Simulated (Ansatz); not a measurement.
## MgO (Fm-3m) on a mismatched substrate

```xyz
2
Lattice="2.1071 2.1071 0.0000 -2.1071 2.1071 0.0000 0.0000 2.1071 2.1071" Properties=species:S:1:pos:R:3 pbc="T T T"
Mg    0.0000    0.0000    0.0000
O     0.0000    2.1071    0.0000
```

This cell was relaxed by PAW under PBEsol. A film on a (001) substrate is mimicked by stretching x and y by ε∥; the length along z and the atoms then relax by PAW (default files of Ansatz 0.2.0, cutoff 420 eV, stress met within about 0.05 GPa). Stress and levels come from PBEsol, all-electron LAPW in Ansatz 0.2.0, scalar-relativistic; k mesh 10×10×10, fixed occupations, basis error target 0.5 meV/atom. Conduction levels are in eV over the valence top, at fixed fractional wave vectors.

```csv
ε∥ (%),ε⊥ (%),"σ∥ (GPa, tension positive)",Γ,L (oblique),X ∥ z,X ⊥ z,2nd valence level at Γ,3rd
-2.0,1.285,-7.50,4.842,7.862,9.159,8.821,-0.062,-0.062
-1.0,0.606,-3.57,4.734,7.801,9.041,8.875,-0.033,-0.033
-0.5,0.300,-1.76,4.677,7.769,8.987,8.904,-0.017,-0.017
0.0,0.000,-0.06,4.621,7.737,8.935,8.935,0.000,0.000
0.5,-0.300,1.53,4.548,7.687,8.866,8.949,0.000,-0.018
1.0,?,?,?,?,?,?,?,?
2.0,-1.171,5.70,4.329,7.536,8.667,8.997,0.000,-0.075
```

The last two columns are counted from the highest valence level at Γ.

Task: How does the film contract along z, and how stiff is it in the plane?

Result: Quadratic fits through the 6 rows shown have slopes dε⊥/dε∥ = -0.611 and dσ∥/dε∥ = 329.9 GPa at zero strain. Elasticity asks −2C12/C11 = -0.613 and C11 + C12 − 2C12²/C11 = 327.7 GPa, from PAW constants C11 = 292.9, C12 = 89.7 GPa. At the level of the σ∥ column the films keep up to 0.08 GPa along z against the unstrained cell, and the constants are scalar-relativistic PAW values, so part of the difference is the change of level.

Task: Which shear deformation potential b does the valence splitting give?

Result: Without spin-orbit coupling the single level moves against the pair by 3b(ε⊥ − ε∥): 0.0168 eV at ε⊥ − ε∥ = 0.00800 and -0.0177 eV at -0.00800, so b = 0.72 eV.

Task: Fill the row at ε∥ = 1.0 %.

Result: The fits give ε⊥ = -0.602 % and σ∥ = 3.03 GPa. Computed: ε⊥ (%) = -0.600, σ∥ (GPa, tension positive) = 3.01, Γ = 4.475, L (oblique) = 7.637, X ∥ z = 8.798, X ⊥ z = 8.965, 2nd valence level at Γ = 0.000, 3rd = -0.036. The levels have a kink at zero strain, where another valence state takes the top, so one parabola doesn't fit them.

Task: How fast does the least gap among these points move on each side of zero strain?

Result: dE_g/dε∥ is -112 meV per % on the compressed side and -146 on the stretched side, so the gap rises under compression and falls under tension. The lowest conduction level stays at Γ.

Known limits: the frozen-core PAW files of the relaxations were fitted under PBE, their cores solved anew for this functional; semilocal gaps are low, and the spacing of valleys can be off by tenths of an eV; levels are read at fixed fractional k, so an edge that moves off these points is missed.
